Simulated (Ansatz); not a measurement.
From the elastic tensor of NbC to moduli and sound speeds

Computed with Ansatz, DFT PBEsol, scalar-relativistic, plane waves, PAW. Settings: 420 eV plane-wave cutoff, Γ-centred 16×16×16 mesh, Fermi-Dirac smearing of 0.15 eV. No spin polarisation.

The structure is cubic, space group Fm-3m (No. 225). Conventional cell: a = 4.451 Å, b = 4.451 Å, c = 4.451 Å, α = 90.00°, β = 90.00°, γ = 90.00°. Nb (site symmetry m-3m) has 6 C at 2.23 Å as nearest neighbours. Around C (site symmetry m-3m) lie 6 Nb at 2.23 Å.

In a metal, frequencies and elastic constants depend on the k mesh and the smearing, soft modes and shear constants most.

Relaxed-ion constants (GPa, on the Cartesian axes of the calculation):
C11 = 712.1, C12 = 122.6, C13 = 122.6, C22 = 712.1, C23 = 122.6, C33 = 712.1, C44 = 176.8, C55 = 176.8, C66 = 176.8 GPa; the others vanish.

Density 7.904 g/cm³; 2 atoms in 22.04 Å³.

The values that follow are for a polycrystal of randomly turned grains, by Hill's mean where one number stands.

With S = C⁻¹: B_V = (C11+C22+C33+2(C12+C13+C23))/9, G_V = (C11+C22+C33−C12−C13−C23+3(C44+C55+C66))/15, 1/B_R = S11+S22+S33+2(S12+S13+S23), 15/G_R = 4(S11+S22+S33−S12−S13−S23)+3(S44+S55+S66); Hill is their mean. Then v_l = √((B+4G/3)/ρ), v_t = √(G/ρ), v_m = [(2/v_t³+1/v_l³)/3]^(−1/3) and Θ = (ħ/k_B)·v_m·(6π²n/V)^(1/3) for n atoms in the volume V; E = 9BG/(3B+G), ν = (3B−2G)/(2(3B+G)) and A^U = 5G_V/G_R + B_V/B_R − 6.

- Bulk modulus, Voigt / Reuss / Hill: 319.1 / 319.1 / 319.1 GPa
- Shear modulus, Voigt / Reuss / Hill: 224.0 / 210.5 / 217.2 GPa
- Young's modulus: 531 GPa
- Poisson ratio: 0.223
- Pugh ratio B/G: 1.47 (under 1.75, the rule of thumb for brittle)
- Universal anisotropy index: 0.32
- Longitudinal and transverse sound speeds: 8776 and 5242 m/s
- Debye temperature from the mean sound speed: 776 K

Cost: 1 run of about 0.88 core-minutes, on Arm Neoverse V2 (shared hosts).